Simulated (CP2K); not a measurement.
Runs of CP2K 2026.2 on P. Symmetry: R-3m, No. 166, trigonal system. The conventional cell has a = 3.451 Å, b = 3.451 Å, c = 9.389 Å, α = 90.00°, β = 90.00°, γ = 120.00°. P (site symmetry 3m) is surrounded by 3 P at 2.29 Å. This isn't the form of P at room conditions, which is orthorhombic.

```csv
task,level,potentials or basis,cell,k mesh,smearing,EPS_DEFAULT,k points reduced by the point group,NGRIDS,basis sets,potentials,gap on the mesh (eV),pressure (GPa),largest force (eV/Å)
band structure,TASK,POTENTIAL_UZH P GTH-SCAN-q5; TZVP-MOLOPT-SCAN-GTH basis,as given,9 × 9 × 9,fermi-dirac 0.1 eV,1.0E-9,yes,5,P TZVP-MOLOPT-SCAN-GTH-q5,P GTH-SCAN-q5 of POTENTIAL_UZH,none,(a),0.04
atomic charges,LDA,GTH_POTENTIALS P GTH-PADE-q5; TZVP-MOLOPT-PBE-GTH basis,"atoms moved at random, drawn with an rms of 0.1 Å",9 × 9 × 9,gaussian 0.05 eV,1.0E-10,yes,4,P TZVP-MOLOPT-PBE-GTH-q5,P GTH-PADE-q5 of GTH_POTENTIALS,none,-3.4,0.41
relaxation of cell and atoms,LDA,GTH_POTENTIALS P GTH-PADE-q5; TZVP-MOLOPT-PBE-GTH basis,relaxed,7 × 7 × 7,fermi-dirac 0.05 eV,1.0E-9,-,5,P TZVP-MOLOPT-PBE-GTH-q5,P GTH-PADE-q5 of GTH_POTENTIALS,none,0.0,0.02
band structure,r2SCAN,POTENTIAL_UZH P GTH-SCAN-q5; TZVP-MOLOPT-SCAN-GTH basis,as given,9 × 9 × 9,fermi-dirac 0.1 eV,1.0E-10,yes,5,P TZVP-MOLOPT-SCAN-GTH-q5,P GTH-SCAN-q5 of POTENTIAL_UZH,none,(c),0.13
band structure,SCAN,POTENTIAL_UZH P GTH-SCAN-q5; TZVP-MOLOPT-SCAN-GTH basis,as given,9 × 9 × 9,fermi-dirac 0.1 eV,1.0E-9,yes,4,P TZVP-MOLOPT-SCAN-GTH-q5,P GTH-SCAN-q5 of POTENTIAL_UZH,none,(b),0.14
```

Alike in all rows: no spin polarisation.

**Question.** Fill in the values left out.

**Answer.** (a) 5.8; (b) 1.6; (c) 1.5.

Caveats: the basis of atomic orbitals isn't converged, which shifts pressures, moduli and gaps; the potentials were made for another functional, which shifts forces and pressure (some runs); more than 0.5 GPa of stress was left at the end, so the final cell isn't listed (some runs).

A k mesh can miss the band edges.

A gap of «none» marks a metal or a gap under the smearing width.

Not every run made on this cell is shown here.
